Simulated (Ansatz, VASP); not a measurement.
**One calculation of Mn, two programs**

INCAR

```
ALGO     = Normal         # electronic algorithm
EDIFF    = 1E-6           # SCF threshold, eV
ENCUT    = 520            # plane-wave cutoff, eV
GGA      = PE             # functional
ISIF     = 2              # what is computed and relaxed
ISMEAR   = -5             # smearing method
LASPH    = True           # aspherical terms in the spheres
LCHARG   = False          # write CHGCAR
LREAL    = False          # projectors in reciprocal space
LWAVE    = False          # write WAVECAR
NBANDS   = 20             # bands
NELM     = 80             # most SCF steps
PREC     = Accurate       # precision mode
SIGMA    = 0.1            # smearing width, eV
```

File KPOINTS:

```
k-points
0
Gamma
  8 8 4
```

POSCAR

```
Mn
1.0
    1.2314460000      2.1329270000      0.0000000000
   -1.2314460000      2.1329270000      0.0000000000
    0.0000000000      0.0000000000      4.6447100000
Mn
2
Direct
    0.3333300000      0.3333400000      0.2500000000
    0.6666600000      0.6666700000      0.7500000000
```

Input for Ansatz:

```yaml
crystal:
  lattice:
    - [1.231446, 2.132927, 0.0]
    - [-1.231446, 2.132927, 0.0]
    - [0.0, 0.0, 4.64471]
  atoms:
    - { symbol: Mn, position: [0.33333, 0.33334, 0.25] }
    - { symbol: Mn, position: [0.66666, 0.66667, 0.75] }
  symmetry: { tolerance: 0.0003 }
kpoints:
  mp_grid: { grid: [8, 8, 4], shift: [0, 0, 0] }
magnetization:
  spin_polarized: false
scf:
  occupations: { method: tetrahedron }
hamiltonian:
  pseudopotentials: { kind: paw }
  xc: pbe
basis:
  ecutwfc: 420
output:
  forces: true
  stress: true
  eigenvalues: true
```

The cell was built by a generator and needn't be a form met in nature.

Alike in both runs: task single point; functional PBE; k mesh 8 × 8 × 4; occupations tetrahedron; no spin polarisation.

```csv
,VASP,Ansatz
version,VASP 6.6.1,Ansatz 0.2.0
potentials or method,"VASP PAW PBE potentials, release 64 (Mn_pv)",PAW plane waves
plane-wave cutoff (eV),520,420
valence electrons in the cell,26,30
```

```tsv
	VASP	Ansatz	Ansatz less VASP
gap on the k mesh at the Fermi level (eV)	none	none	-
pressure (GPa)	-22.6	-22.5	+0.09
largest component of the traceless stress (GPa)	25.88	25.37	-0.505
```

A gap of «none» marks a metal or a gap that the smearing closes. The two sets of potentials don't hold the same shells in valence. Ansatz warned: «band_table_not_solved_further».

Caveats: the k mesh is coarse (spacing up to 0.37 Å⁻¹), so the values aren't converged; so large a pressure means that the cell lies far from this level's equilibrium, or that cutoff or potentials fall short (VASP); the run has no spin polarisation, though such a crystal can be magnetic; tetrahedron occupations give inexact forces and stress in metals. Spin polarisation is off, so any magnetic state and its effect on volume and gap are missing.
